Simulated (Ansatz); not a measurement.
## Infrared modes and screening in BAs (zincblende)

Perturbation theory with PBEsol in Ansatz on the PBEsol cell, ground state and force constants on an 8×8×8 mesh. The values are computed, spin-unpolarised, and not measurements.

It is cubic, F-43m (No. 216); a = 4.768 Å in the conventional setting, 13.55 Å³ an atom. B is surrounded by 4 As at 2.06 Å; As is surrounded by 4 B at 2.06 Å.

```xyz
2
Lattice="0.0000 2.3838 2.3838 2.3838 0.0000 2.3838 2.3838 2.3838 0.0000" Properties=species:S:1:pos:R:3 pbc="T T T"
B     0.0000    0.0000    0.0000
As    1.1919    1.1919    1.1919
```

Optical modes without the longitudinal term:
```json
{"ω (cm⁻¹)": "691", "degeneracy": "3", "IR intensity, summed over the level ((D/Å)²/amu)": "1.76"}
```

The optical mode at Γ lies at 691 cm⁻¹ without the longitudinal term. With the long-range field the highest mode reaches 694 cm⁻¹. The program warns that the force constants, and all that is formed from them, aren't settled on this k mesh.

ε∞: 9.87 in all directions. With the ions relaxed, ε⁰ is 10.0 in all directions. Born charges, averaged over directions: B -0.49, As +0.49 e.

With one polar mode in a cubic crystal the Lyddane-Sachs-Teller relation applies: (ω_LO/ω_TO)² = (694.3/690.9)² = 1.010, and ε⁰/ε∞ = 9.965/9.868 = 1.010. The refractive index √ε∞ is 3.14.

For comparison, on the r2SCAN cell the mean ε∞ is 9.32 with r2SCAN (ground state on 8×8×8; least gap 1.37 eV), 9.79 with PBE (ground state on 8×8×8; least gap 1.19 eV).

Spin-orbit coupling is left out.
